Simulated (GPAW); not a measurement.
Ta2N in GPAW: the effect of strain tetragonal

Crystal: Ta2N.

```
Ta N
1.0
     2.98835    0.00000    0.00000
    -1.49417    2.58798    0.00000
     0.00000    0.00000    5.28412
Ta N
2 1
Direct
  0.33333 0.66667 0.25471
  0.66667 0.33333 0.74529
  0.00000 0.00000 0.00000
```

The cell comes from a database or a generator and needn't be the stable form of this composition.

Alike in all runs:

| Item | Value |
| --- | --- |
| Program | GPAW 26.7.0 |
| Task | single point |
| Functional | PBEsol |
| Potentials or basis | PAW data sets generated in the run's folder for this functional |
| Cutoff | 800 eV |
| Basis | pw |
| k mesh | 7 × 7 × 4 |
| Occupations | fermi-dirac, width 0.05 eV |
| Spin | no spin polarisation |
| Maxiter | 150 |

Task: One run gave: pressure -7.4 GPa; largest force 1.17 eV/Å. Which strain tetragonal did it use?
A. 0.01
B. 0.02
C. 0
D. 0.04
E. -0.01

Result: D.

```csv
strain tetragonal,pressure (GPa),largest force (eV/Å)
-0.04,-7.7,0.45
-0.02,-8.8,0.11
-0.01,-9.0,0.10
0,-9.0,0.29
0.01,-8.9,0.44
0.02,-8.5,0.76
0.04,-7.4,1.17
```

Caveats: the density grid can change from cell to cell, which puts small steps into energies and stress; forces of over 1 eV/Å show positions far from the minimum, so gaps and moduli don't describe the material at rest (some runs).
